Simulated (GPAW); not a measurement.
# Co3 Ru5 Co3 0001: which magnetic order is lowest

Does Co3 Ru5 Co3 0001 prefer parallel or opposed moments, or none?

Program: GPAW 26.7.0. Level of theory: PBE; plane waves with GPAW's PAW setups, scalar-relativistic. Results are calculated unless marked as measured.

## 1. The structure

The cell holds 11 atoms: 6 Co and 5 Ru. Cell: a = 2.706 Å, b = 2.706 Å, c = 31.475 Å, α = 90.0°, β = 90.0°, γ = 120.0°. ideal sites on the substrate's mesh, layer spacings from atomic volumes, unrelaxed, 12 A of vacuum. Vacuum lies along c.

## 2. Run 1 (ferro ++++++)

Parallel moments need no larger cell; this start tests for a ferromagnetic state only.

Contents of order1.py:

```python
import json
import numpy as np
from ase import Atoms
from ase.parallel import paropen, parprint
from gpaw import GPAW

atoms = Atoms(['Co', 'Co', 'Co', 'Ru', 'Ru', 'Ru', 'Ru', 'Ru', 'Co', 'Co', 'Co'],
    cell=[[2.706, 0.0, 0.0],
         [-1.353, 2.343465, 0.0],
         [0.0, 0.0, 31.4751]],
    scaled_positions=[[0.0, 0.0, 0.190627],
         [0.333333, 0.666667, 0.246239],
         [0.0, 0.0, 0.301851],
         [0.333333, 0.666667, 0.363725],
         [0.0, 0.0, 0.431863],
         [0.333333, 0.666667, 0.5],
         [0.0, 0.0, 0.568137],
         [0.333333, 0.666667, 0.636275],
         [0.0, 0.0, 0.698149],
         [0.333333, 0.666667, 0.753761],
         [0.0, 0.0, 0.809373]],
    pbc=True,
    magmoms=[1.8, 1.8, 1.8, 0.0, 0.0, 0.0, 0.0, 0.0, 1.8, 1.8, 1.8])
atoms.calc = GPAW(mode={'name': 'pw', 'ecut': 450},
    xc='PBE',
    kpts={'size': (20, 20, 1), 'gamma': True},
    occupations={'name': 'fermi-dirac', 'width': 0.05},
    convergence={'density': 1e-05, 'energy': 1e-05},
    maxiter=250,
    mixer={'name': 'pulay', 'beta': 0.03, 'nmaxold': 8, 'weight': 100},
    symmetry={'tolerance': 1e-4},
    txt='order1.txt')
e = atoms.get_potential_energy(force_consistent=True)
res = {'free_energy': e, 'energy_sigma0': atoms.get_potential_energy(), 'fermi_energy': atoms.calc.get_fermi_level()}
res['moments'] = atoms.get_magnetic_moments().tolist()
res['total'] = atoms.get_magnetic_moment()
parprint('site moments (muB):', np.round(res['moments'], 3))
parprint(f"total moment: {res['total']:.3f} muB")
parprint(f'free energy: {e:.6f} eV')
atoms.calc.write('order1.gpw')
with paropen('results.json', 'w') as f:
    json.dump(res, f)
```

Launch:

```
$ OMP_NUM_THREADS=1 mpirun -n 4 gpaw python order1.py > order1.log
```

Numbers of over 12 decimals in the logs are rounded to 6 here.

The program printed:

```text
site moments (muB): [ 1.826  1.714  1.334 -0.018 -0.04   0.023 -0.04  -0.018  1.334  1.714
  1.826]
total moment: 9.400 muB
free energy: -92.636989 eV

--- order1.txt ---
Input parameters:
  mode=PW(ecut=450),
  convergence={'density': 1e-05, 'energy': 1e-05},
  kpts=MonkhorstPack(size=(20, 20, 1), gamma=True),
  maxiter=250,
  mixer=Pulay(name='pulay', nmaxold=8, beta=0.03, weight=100, sigma=0.015, g_ss=None),
  occupations=Occupations(name='fermi-dirac', width=0.05),
  symmetry=Symmetry(tolerance=0.0001),
  xc=XC(name='PBE')

Diagonalizing LCAO Hamiltonian
Converting LCAO to pw mode

       Co

        Co

       Co
        Ru

       Ru

        Ru

       Ru

        Ru

       Co
        Co

       Co

Atoms  # Å, Bohr magnetons
|    | symbol |         x |        y |         z |    initial magnetic moments |
|----|--------|-----------|----------|-----------|-----------------------------|
|  0 |     Co |  0.000000 | 0.000000 |  6.000004 | ( 0.0000,  0.0000,  1.8000) |
|  1 |     Co | -0.000001 | 1.562311 |  7.750397 | ( 0.0000,  0.0000,  1.8000) |
|  2 |     Co |  0.000000 | 0.000000 |  9.500790 | ( 0.0000,  0.0000,  1.8000) |
|  3 |     Ru | -0.000001 | 1.562311 | 11.448281 | ( 0.0000,  0.0000,  0.0000) |
|  4 |     Ru |  0.000000 | 0.000000 | 13.592931 | ( 0.0000,  0.0000,  0.0000) |
|  5 |     Ru | -0.000001 | 1.562311 | 15.737550 | ( 0.0000,  0.0000,  0.0000) |
|  6 |     Ru |  0.000000 | 0.000000 | 17.882169 | ( 0.0000,  0.0000,  0.0000) |
|  7 |     Ru | -0.000001 | 1.562311 | 20.026819 | ( 0.0000,  0.0000,  0.0000) |
|  8 |     Co |  0.000000 | 0.000000 | 21.974310 | ( 0.0000,  0.0000,  1.8000) |
|  9 |     Co | -0.000001 | 1.562311 | 23.724703 | ( 0.0000,  0.0000,  1.8000) |
| 10 |     Co |  0.000000 | 0.000000 | 25.475096 | ( 0.0000,  0.0000,  1.8000) |

Unit cell  # Å
| periodic |         x |        y |         z |   lengths |     angles |
|----------|-----------|----------|-----------|-----------|------------|
|      yes |  2.706000 | 0.000000 |  0.000000 |  2.706000 |  90.000000 |
|      yes | -1.353000 | 2.343465 |  0.000000 |  2.706000 |  90.000000 |
|      yes |  0.000000 | 0.000000 | 31.475100 | 31.475100 | 119.999997 |

Number of symmetries: 12

BZ-sampling:
  Number of BZ points: 400
  Number of IBZ points: 44

  Monkhorst-Pack size: [20, 20, 1]
  Monkhorst-Pack shift: [0.025, 0.025, 0.0]

K-points  # in reciprocal-cell coordinates
|     |                                coordinates |     weight |
|-----|--------------------------------------------|------------|
|   0 | ( -0.00000000,  -0.00000000,   0.00000000) | 0.00250000 |
|   1 | (  0.05000000,  -0.00000000,   0.00000000) | 0.01500000 |
|   2 | (  0.10000000,  -0.05000000,   0.00000000) | 0.01500000 |
|   3 | (  0.10000000,  -0.00000000,   0.00000000) | 0.01500000 |
|   4 | (  0.15000000,  -0.05000000,   0.00000000) | 0.03000000 |
|   5 | (  0.15000000,  -0.00000000,   0.00000000) | 0.01500000 |
|   6 | (  0.20000000,  -0.10000000,   0.00000000) | 0.01500000 |
|   7 | (  0.20000000,  -0.05000000,   0.00000000) | 0.03000000 |
|   8 | (  0.20000000,  -0.00000000,   0.00000000) | 0.01500000 |
|   9 | (  0.25000000,  -0.10000000,   0.00000000) | 0.03000000 |
| ... |                                            |            |
|  43 | (  0.50000000,   0.50000000,   0.00000000) | 0.00750000 |

Plane wave coefficients: 4369
Cutoff: 450.000000 eV

Spin-components: 2 (collinear spins)
Bands:           91
Projectors:      66
Spin-degeneracy: 1
Datatype:        complex128

Parallelization:
  kpt:    4
  domain: 1
  band:   1

Density:
  Valence electrons: 134.0
  Components: 2
  Grid points: [ 14  14 160]
  Charge: 0.0  # |e|

Potential:
  Grid points: [ 14  14 160]

species:
  Co:
    name:    Cobalt
    Z:       27.0
    valence: 9
    core:    18
    charge:  0.0  # [|e|]
    compensation charges:
      type: gauss
      rc: 0.32  # [Å]
      lmax: 2
    cutoffs:
      filter: 1.87  # [Å]
      core: 2.55  # [Å]
    projectors
    | kind |    occ | energy [eV] | rcut [Å] |
    |------|--------|-------------|----------|
    |   4s |  2.000 |      -5.469 |    1.005 |
    |   4p |  0.000 |      -1.277 |    1.058 |
    |   3d |  7.000 |      -8.205 |    1.005 |
    |    s |        |      21.742 |    1.005 |
    |    p |        |      25.934 |    1.058 |
    |    d |        |      19.007 |    1.005 |

    Using partial waves for Co as LCAO basis

  Ru:
    name:    Ruthenium
    Z:       44.0
    valence: 16
    core:    28
    charge:  0.0  # [|e|]
    compensation charges:
      type: gauss
      rc: 0.39  # [Å]
      lmax: 2
    cutoffs:
      filter: 2.16  # [Å]
      core: 1.30  # [Å]
    projectors
    | kind |    occ | energy [eV] | rcut [Å] |
    |------|--------|-------------|----------|
    |   4s |  2.000 |     -76.316 |    1.281 |
    |   5s |  1.000 |      -4.236 |    1.281 |
    |   4p |  6.000 |     -46.423 |    1.286 |
    |   5p |  0.000 |      -0.913 |    1.286 |
    |   4d |  7.000 |      -5.203 |    1.254 |
    |    d |        |      22.008 |    1.254 |

    Using partial waves for Ru as LCAO basis

Reference energy: -843641.884349  # eV

eigensolver:
  PPCG
  Converge bands: occupied
  niter=2

density mixing:
  Pulay-Mixer
  Linear mixing parameters: 0.03
  Old densities: 8
  Fourier metric: weight=100, sigma=0.015

occupation numbers:
  Fermi-Dirac:
    width: 0.0500  # eV

poisson solver:
  ecut: 3600.000000  # eV

xc functional:
  name: PBE with 2 nearest neighbor stencil

convergence criteria:
- Maximum integral of absolute [dens]ity change: 1e-05 electrons / valence electron
- Maximum [total energy] change in last 3 cyles: 1e-05 eV / valence electron
- Maximum integral of absolute [eigenst]ate change: 4e-08 eV^2 / valence electron
maximum number of iterations: 250

SCF iterations
|iter     |      energy | eigst |  dens |  magmom |
|---------|-------------|-------|-------|---------|
|iter:   1|       0s | -113.472362 | +0.32 |       | +10.8162|
|iter:   2|      19s | -378.064443 | +0.80 | -0.61 | +10.5530|
|iter:   3|      38s | -103.692982 | +0.10 | -0.34 | +10.4963|
|iter:   4|      57s |  -96.537323 | -0.90 | -0.88 | +10.5049|
|iter:   5|      76s |  -96.009969 | -1.95 | -1.10 | +10.4492|
|iter:   6|      95s |  -95.092315 | -2.43 | -1.07 | +10.3881|
|iter:   7|     113s |  -94.799421 | -1.44 | -1.17 | +10.0671|
|iter:   8|     132s |  -93.182800 | -1.62 | -1.14 |  +9.9819|
|iter:   9|     151s |  -94.655577 | -2.53 | -1.35 | +10.0370|
|iter:  10|     170s |  -94.500612 | -2.35 | -1.16 |  +9.9086|
[... 36 iterations left out ...]
|iter:  47|     788s |  -92.584794c| -8.41c| -4.59 |  +9.4015|
|iter:  48|     796s |  -92.584794c| -8.04c| -4.62 |  +9.4014|
|iter:  49|     805s |  -92.584795c| -7.85c| -4.72 |  +9.4011|
|iter:  50|     815s |  -92.584795c| -8.19c| -4.79 |  +9.4009|
|iter:  51|     823s |  -92.584796c| -8.23c| -4.84 |  +9.4002|
|iter:  52|     832s |  -92.584796c| -8.73c| -4.96 |  +9.4001|
|iter:  53|     841s |  -92.584796c| -9.19c| -4.98 |  +9.4001|
|iter:  54|     850s |  -92.584796c| -9.42c| -4.99 |  +9.4000|
|iter:  55|     859s |  -92.584797c| -8.97c| -5.00 |  +9.3996|
|iter:  56|     868s |  -92.584797c| -9.02c| -5.04c|  +9.3995|

Converged in 56 steps
Energy contributions relative to reference atoms: (reference = -843641.884349)

Energy contributions:
  Kinetic:          40.936019
  Coulomb:         -50.057693
  Zero:              0.563632
  External:          0.000000
  Xc:              -83.974562
  Entropy:          -0.104385
  Spinorbit:         0.000000
  ----------------------------
  Free energy:     -92.636989
  Extrapolated:    -92.584797

dipole moment: (-37.673694, -33.803197, -0.000096)  # |e|*Ang

Total magnetic moment: (0.000000, 0.000000, 9.399526)

Local magnetic moments
|        x |        y |         z |
|----------|----------|-----------|
| 0.000000 | 0.000000 |  1.825691 |  # Co   0
| 0.000000 | 0.000000 |  1.714026 |  # Co   1
| 0.000000 | 0.000000 |  1.333714 |  # Co   2
| 0.000000 | 0.000000 | -0.017569 |  # Ru   3
| 0.000000 | 0.000000 | -0.039818 |  # Ru   4
| 0.000000 | 0.000000 |  0.022931 |  # Ru   5
| 0.000000 | 0.000000 | -0.039818 |  # Ru   6
| 0.000000 | 0.000000 | -0.017569 |  # Ru   7
| 0.000000 | 0.000000 |  1.333714 |  # Co   8
| 0.000000 | 0.000000 |  1.714026 |  # Co   9
| 0.000000 | 0.000000 |  1.825691 |  # Co  10

Fermi level: 6.626
Eigenvalues  # (at kpt = [-0.000, -0.000, 0.000])
| band index |      eig [eV] | occ [0-1] |      eig [eV] | occ [0-1] |
|------------|---------------|-----------|---------------|-----------|
|          0 |       -66.497 |     1.000 |       -66.508 |     1.000 |
|        ... |               |           |               |           |
|         65 |         5.367 |     1.000 |         6.368 |     0.994 |
|         66 |         5.367 |     1.000 |         6.569 |     0.756 |
|         67 |         5.494 |     1.000 |         6.632 |     0.471 |
|         68 |         5.494 |     1.000 |         6.704 |     0.172 |
|         69 |         5.774 |     1.000 |         6.704 |     0.172 |
|         70 |         5.774 |     1.000 |         7.065 |     0.000 |
|         71 |         5.911 |     1.000 |         7.065 |     0.000 |
|         72 |         5.911 |     1.000 |         7.095 |     0.000 |
|         73 |         5.974 |     1.000 |         7.262 |     0.000 |
|         74 |         6.030 |     1.000 |         7.262 |     0.000 |
|         75 |         6.030 |     1.000 |         7.507 |     0.000 |
|         76 |         6.576 |     0.731 |         7.507 |     0.000 |
|         77 |         6.576 |     0.731 |         7.599 |     0.000 |
|         78 |         6.892 |     0.005 |         7.599 |     0.000 |
|         79 |         7.185 |     0.000 |         7.602 |     0.000 |
|        ... |               |           |               |           |
|         90 |        15.538 |     0.000 |        15.776 |     0.000 |

No gap
No difference between direct/indirect transitions
```

Run time: 15 min. Hardware: 4 MPI ranks of Arm Neoverse V1, shared host; peak memory 1.6 GiB.

Spin moment in the augmentation sphere by atom:

| atom | spin moment in the augmentation sphere (μB) |
| --- | --- |
| Co1 | 1.83 |
| Co2 | 1.71 |
| Co3 | 1.33 |
| Ru4 | -0.02 |
| Ru5 | -0.04 |
| Ru6 | 0.02 |
| Ru7 | -0.04 |
| Ru8 | -0.02 |
| Co9 | 1.33 |
| Co10 | 1.71 |
| Co11 | 1.83 |

Numbers from this step:

| Item | Value |
| --- | --- |
| magnetization | 9.400 μB |
| final state | ferromagnetic |

After 56 cycles the largest moment stands at 1.83 μB.

(Continued in part 2 of 2.)

[Logs and program files are shortened in this print: banners, set-up blocks, solver, clock and traceback lines can be left out without a mark of their own.]

[Logs are printed without paths, hosts, clocks, repeated set-up lines and the standing remarks that a program may print on its own settings, such as how far it seeks lower states.]

[Hosts, paths, dates, database ids (printed as entryN), source tags and the programs' standing remarks are cut or masked in the printed files.]

[Where a cell is said to come from a database of computed structures, the database is the Materials Project.]
